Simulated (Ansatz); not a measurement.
Response of BaTiO3 to small distortions

```
CELL_PARAMETERS angstrom
3.99980 0.00000 0.00000
0.00000 3.99980 0.00000
0.00000 0.00000 4.01800
ATOMIC_POSITIONS crystal
Ba 0.00000 0.00000 0.00000
Ti 0.50000 0.50000 0.50000
O 0.50000 0.50000 0.00000
O 0.50000 0.00000 0.50000
O 0.00000 0.50000 0.50000
```

Atom numbers follow the list: Ba1, Ti2, O3, O4, O5.

The geometry is COD entry 2100860, unchecked; take it as a test cell.

No spin–orbit coupling, which matters for the heavy atoms here.

Method: Ansatz 0.2.0, DFT, PBEsol, all-electron LAPW, scalar-relativistic.

Settings: a Γ-centred 7×7×7 k mesh, Fermi–Dirac smearing of 0.03 eV, basis error target 1 meV/atom, no spin polarisation.

The unchanged cell is at -4.58 GPa.

x, y and z are the Cartesian axes of the cell as listed; fractional coordinates follow a strain, and an engineering shear is twice the off-diagonal strain component.

(1) One change gave: energy change +12 meV/atom; stress change (xx, yy, zz, yz, xz, xy) 0.24, 0.24, 0.25, -3.54, -3.54, -3.55 GPa, compression positive; gap on the k mesh 1.82 → 1.69 eV. Which change was it?
A. equal xy, yz and zx engineering shear strains of +1 %
B. equal xy, yz and zx engineering shear strains of +3 %
C. equal xy, yz and zx engineering shear strains of -2 %

## Answers

(1) B. For equal xy, yz and zx engineering shear strains of -2 %: energy change +6 meV/atom; stress change (xx, yy, zz, yz, xz, xy) 0.11, 0.11, 0.11, 2.41, 2.41, 2.42 GPa, compression positive; gap on the k mesh 1.82 → 1.68 eV. For equal xy, yz and zx engineering shear strains of +1 %: energy change +1 meV/atom; stress change (xx, yy, zz, yz, xz, xy) 0.03, 0.03, 0.03, -1.19, -1.19, -1.19 GPa, compression positive; gap on the k mesh 1.82 → 1.79 eV.
